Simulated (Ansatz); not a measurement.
Runs of Ansatz 0.2.0 on MoS2. The structure is hexagonal, space group P6_3/mmc (No. 194). The conventional cell has a = 3.169 Å, b = 3.169 Å, c = 12.324 Å, α = 90.00°, β = 90.00°, γ = 120.00°. Mo (site symmetry -6m2) is surrounded by 6 S at 2.41 Å. Around S (site symmetry 3m) lie 3 Mo at 2.41 Å. 

```csv
task,level,spin,cell,k mesh,cutoff (eV),points for each segment of the path,gap on the mesh (eV),pressure (GPa),relaxed volume (Å³/atom),largest force (eV/Å)
band structure,PBEsol,off,as given,10 × 10 × 3,420,14,0.88,-3.0,-,0.31
relaxation of cell and atoms,PBE+D3(BJ),off,relaxed,10 × 10 × 3,420,-,0.82,0.0,17.31,-
band structure,r2SCAN,"SOC, no magnetisation",as given,7 × 7 × 3,500,14,1.09,0.8,-,(b)
relaxation of cell and atoms,PBEsol+D4,off,relaxed,10 × 10 × 3,420,-,0.70,0.0,16.78,-
relaxation of cell and atoms,PBEsol+D3(BJ),off,relaxed,10 × 10 × 3,420,-,(a),0.0,(c),-
```

Alike in all rows: potentials or basis Ansatz PAW; smearing fermi-dirac 0.05 eV.

Q: Estimate the missing entries.

A: (a) 0.57; (b) 0.24; (c) 16.33.

Caveats: the PAW data sets come from PBE, with cores solved anew for the run's functional, which leaves a small shift of forces and pressure (some runs); odd divisions of the mesh miss points on the zone boundary, where band edges often lie, so the gap on the mesh can be too wide (some runs); the plane-wave basis is chosen anew once the cell has moved, so the energies of steps on either side of that aren't comparable (some runs); this functional lacks dispersion, which binds the layers, so the pressure and a relaxed spacing across them are unreliable (some runs); the k mesh misses the band edges, so the gap on the mesh is wider than the one along the path (some runs).

A k mesh can miss the band edges, and rows without SOC leave out spin-orbit coupling on Mo.
